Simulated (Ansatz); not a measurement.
A plane-wave DFT run in Ansatz 0.2.0 (scalar-relativistic PAW potentials unless the input names others): input and command.

```yaml
crystal:
  lattice:
    - [0.0, -3.6224438911, 0.0]
    - [0.0, 0.0, -4.963797418]
    - [12.9036257071, 0.0, 0.0]
  atoms:
    - { symbol: Ti, position: [0.75, 0.6294133798, 0.3380561403] }
    - { symbol: Ti, position: [0.75, 0.6294133798, 0.8380561403] }
    - { symbol: Ti, position: [0.25, 0.3705866202, 0.1619438597] }
    - { symbol: Ti, position: [0.25, 0.3705866202, 0.6619438597] }
    - { symbol: Ti, position: [0.25, 0.1294133798, 0.4119438597] }
    - { symbol: Ti, position: [0.25, 0.1294133798, 0.9119438597] }
    - { symbol: Ti, position: [0.75, 0.8705866202, 0.0880561403] }
    - { symbol: Ti, position: [0.75, 0.8705866202, 0.5880561403] }
    - { symbol: Si, position: [0.75, 0.1463727589, 0.2720605653] }
    - { symbol: Si, position: [0.75, 0.1463727589, 0.7720605653] }
    - { symbol: Si, position: [0.25, 0.8536272411, 0.2279394347] }
    - { symbol: Si, position: [0.25, 0.8536272411, 0.7279394347] }
    - { symbol: Si, position: [0.25, 0.6463727589, 0.4779394347] }
    - { symbol: Si, position: [0.25, 0.6463727589, 0.9779394347] }
    - { symbol: Si, position: [0.75, 0.3536272411, 0.0220605653] }
    - { symbol: Si, position: [0.75, 0.3536272411, 0.5220605653] }
basis:
  ecutwfc: 420
kpoints:
  mp_grid: { grid: [11, 8, 3] }
hamiltonian:
  xc: pbesol
scf:
  occupations: { method: gaussian, width: 0.15 }
  max_iter: 2.5
output:
  forces: true
  eigenvalues: true
  stress: true
```

```bash
ansatz run input.yaml --threads 2 --pin off --max-ram 5120MiB --backend cpu --events-out ev --progress --plain --runs-dir out
```

Task: Will this input run?

Result: The program refuses it, because of a value of the wrong type (scf.max_iter: not typed → 2.5). Without that key it is accepted.

Abridged log:
```
Error: YAML parse error: error: line 31 column 13: invalid u64
  --> <input>:31:13
   |
29 | scf:
30 |   occupations: { method: gaussian, width: 0.15 }
31 |   max_iter: 2.5
   |             ^ invalid u64
32 | output:
33 |   forces: true
   |
```